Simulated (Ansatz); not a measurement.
Runs of Ansatz 0.2.0 on Ru. The structure is hexagonal, space group P6_3/mmc (No. 194). Conventional cell: a = 2.706 Å, b = 2.706 Å, c = 4.282 Å, α = 90.00°, β = 90.00°, γ = 120.00°. Around Ru (site symmetry -6m2) lie 12 Ru at 2.65 to 2.71 Å. 

```csv
task,level,cell,k mesh,cutoff (eV),smearing,basis error allowed,mesh quality,gap on the mesh (eV),pressure (GPa)
single point,PBE,as given,4 × 4 × 2,242,fermi-dirac 0.06 eV,0.004 eV/atom,coarse,none,(a)
single point,PBE,as given,11 × 11 × 6,281,gaussian 0.023 eV,0.001 eV/atom,not flagged,none,4.4
band structure,LDA,as given,11 × 11 × 6,280,fermi-dirac 0.05 eV,0.001 eV/atom,not flagged,-,-12.1
single point,PBE,as given,11 × 11 × 6,281,gaussian 0.02 eV,0.001 eV/atom,not flagged,none,4.4
relaxation of cell and atoms,RPBE+D3(BJ),relaxed,11 × 11 × 6,-,fermi-dirac 0.05 eV,0.001 eV/atom,not flagged,-,0.0
```

Alike in all rows: potentials or basis all-electron LAPW, scalar-relativistic; no spin polarisation.

Question: Fill in the values left out.

Answer: (a) 0.8.

Caveats: some runs use coarse meshes; the k mesh is thin for a metal, which can move the energy by tens of meV per atom (some runs).

A k mesh can miss the band edges, and the runs leave out spin-orbit coupling on Ru.

A gap of «none» marks a metal or a gap under the smearing width.

Not every run made on this cell is shown here.
